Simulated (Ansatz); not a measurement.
Crystal: InSe.

```
In Se
1.0
     2.00000    1.15470    8.44000
    -2.00000    1.15470    8.44000
     0.00000   -2.30940    8.44000
In Se
2 2
Cartesian
  0.0000 0.0000 22.4994
  0.0000 0.0000 0.0000
  0.0000 0.0000 4.3525
  0.0000 0.0000 9.7102
```

Base run:

* Program: Ansatz 0.2.0
* Functional: PBEsol
* Potentials or basis: Ansatz PAW
* Cutoff: 420 eV
* Density cutoff: 1680 eV
* k mesh: 6 × 6 × 6
* Occupations: fermi-dirac, width 0.05 eV
* Spin: spin-orbit coupling, no magnetisation

Its results: band gap on the k mesh 0.32 eV, direct; pressure 0.2 GPa; largest force 0.302 eV/Å.

Problem. The run is repeated on the same cell with these changes: functional from PBEsol to LDA. What comes out?

Solution. Band gap on the k mesh 0.19 eV, direct; pressure -1.5 GPa; largest force 0.238 eV/Å.

LDA binds more tightly than PBEsol, so the same cell stands under less pressure.

Caveats: the PAW data sets come from PBE, with cores solved anew for the run's functional, which leaves a small shift of forces and pressure.

Not every run made on this cell is shown here.
